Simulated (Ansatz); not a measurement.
Runs of Ansatz 0.2.0 on BN. Symmetry: F-43m, No. 216, cubic system. Conventional cell: a = 3.626 Å, b = 3.626 Å, c = 3.626 Å, α = 90.00°, β = 90.00°, γ = 90.00°. Around N (site symmetry -43m) lie 4 B at 1.57 Å. B (site symmetry -43m) has 4 N at 1.57 Å as nearest neighbours. The cell is a database's computed one.

```csv
task,level,cell,k mesh,smearing,mesh quality,gap on the mesh (eV),pressure (GPa),relaxed volume (Å³/atom)
relaxation of cell and atoms,BLYP,relaxed,13 × 13 × 13,fermi-dirac 0.05 eV,not flagged,(a),0.0,(b)
relaxation of cell and atoms,PBEsol0,relaxed,7 × 7 × 7,fermi-dirac 0.05 eV,coarse,6.75,-,5.76
relaxation of cell and atoms,B3LYP,relaxed,7 × 7 × 7,fermi-dirac 0.05 eV,coarse,6.80,-,5.91
single point,PBE,as given,13 × 13 × 13,gaussian 0.03 eV,not flagged,4.54,(c),-
```

Alike in all rows: potentials or basis Ansatz PAW; no spin polarisation; cutoff (eV) 420.

Task: Fill in the values left out.

Result: (a) 4.91; (b) 6.06; (c) -0.4.

Caveats: some runs use coarse meshes; odd divisions of the mesh miss points on the zone boundary, where band edges often lie, so the gap on the mesh can be too wide; the plane-wave basis is chosen anew once the cell has moved, so the energies of steps on either side of that aren't comparable (some runs); the PAW data sets come from PBE, with cores solved anew for the run's functional, which leaves a small shift of forces and pressure (some runs); the potentials were made for another functional, which shifts forces and pressure (some runs).

A k mesh can miss the band edges.

Not every run made on this cell is shown here.
